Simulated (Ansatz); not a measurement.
# SrTiO3: the cost of one run

Computed with Ansatz 0.2.0 (DFT PBE, scalar-relativistic, plane waves, PAW, unless a step's input says otherwise).

2 further runs of the same task are left out: 2 set aside as unsound or not needed.

## 1. The system as given

Symmetry: I4/mcm, No. 140, tetragonal system. The conventional cell has a = 5.555 Å, b = 5.555 Å, c = 7.893 Å, α = 90.00°, β = 90.00°, γ = 90.00°. Sr (site symmetry -42m) is surrounded by 12 O at 2.67 to 2.91 Å. Around Ti (site symmetry 4/m) lie 6 O at 1.97 Å. O (site symmetry 422) is surrounded by 2 Ti at 1.97 Å and 4 Sr at 2.78 Å. O (site symmetry m2m) has 2 Ti at 1.97 Å and 2 Sr at 2.67 Å as nearest neighbours.

Coordinates:

```cif
data_structure
_symmetry_space_group_name_H-M 'P 1'
_symmetry_Int_Tables_number 1
_cell_length_a 5.5683
_cell_length_b 5.5683
_cell_length_c 5.5683
_cell_angle_alpha 120.153
_cell_angle_beta 120.153
_cell_angle_gamma 89.736
_cell_volume 121.80
loop_
_atom_site_label
_atom_site_type_symbol
_atom_site_fract_x
_atom_site_fract_y
_atom_site_fract_z
_atom_site_occupancy
Sr1 Sr 0.75000 0.25000 0.50000 1
Sr2 Sr 0.25000 0.75000 0.50000 1
Ti1 Ti 0.00000 0.00000 0.00000 1
Ti2 Ti 0.50000 0.50000 0.00000 1
O1 O 0.25000 0.25000 0.00000 1
O2 O 0.75000 0.75000 0.00000 1
O3 O 0.72819 0.22819 0.95639 1
O4 O 0.22819 0.27181 0.50000 1
O5 O 0.27181 0.77181 0.04361 1
O6 O 0.77181 0.72819 0.50000 1
```

This cell was relaxed beforehand with the same method: volume 12.18 Å³/atom, gap on the mesh 1.93 eV.

## 2. The cell scaled to 0.97 of its volume

input.yaml

```yaml
crystal:
  lattice:
    - [-2.7496541259, 2.7496541259, 3.9065784058]
    - [2.7496541259, -2.7496541259, 3.9065784058]
    - [2.7496541259, 2.7496541259, -3.9065784058]
  atoms:
    - { symbol: Sr, position: [0.75, 0.25, 0.5] }
    - { symbol: Sr, position: [0.25, 0.75, 0.5] }
    - { symbol: Ti, position: [0.0, 0.0, 0.0] }
    - { symbol: Ti, position: [0.5, 0.5, 0.0] }
    - { symbol: O, position: [0.25, 0.25, 0.0] }
    - { symbol: O, position: [0.75, 0.75, 0.0] }
    - { symbol: O, position: [0.7281949558, 0.2281949558, 0.9563899116] }
    - { symbol: O, position: [0.2281949558, 0.2718050442, 0.5] }
    - { symbol: O, position: [0.2718050442, 0.7718050442, 0.0436100884] }
    - { symbol: O, position: [0.7718050442, 0.7281949558, 0.5] }
basis:
  ecutwfc: 420
kpoints:
  mp_grid: { grid: [8, 8, 8] }
hamiltonian:
  xc: pbe
scf:
  occupations: { method: gaussian, width: 0.02 }
output:
  forces: true
  stress: true
  eigenvalues: true
relax:
  adjacent_minimum: "off"
  f_tol: 0.01
  max_steps: 30
  cell: { stress_tol: 0.1, fix: [volume] }
```

The run is started by

```bash
$ ansatz run input.yaml --threads 2 --pin off --max-ram 5120MiB --backend cpu --events-out ev --progress --plain --runs-dir out
```

**Question.** How long does this run take on 2 threads of Arm Neoverse V2, shared host, and how much memory does it need?

About 57 s, with a peak of 0.59 GiB.
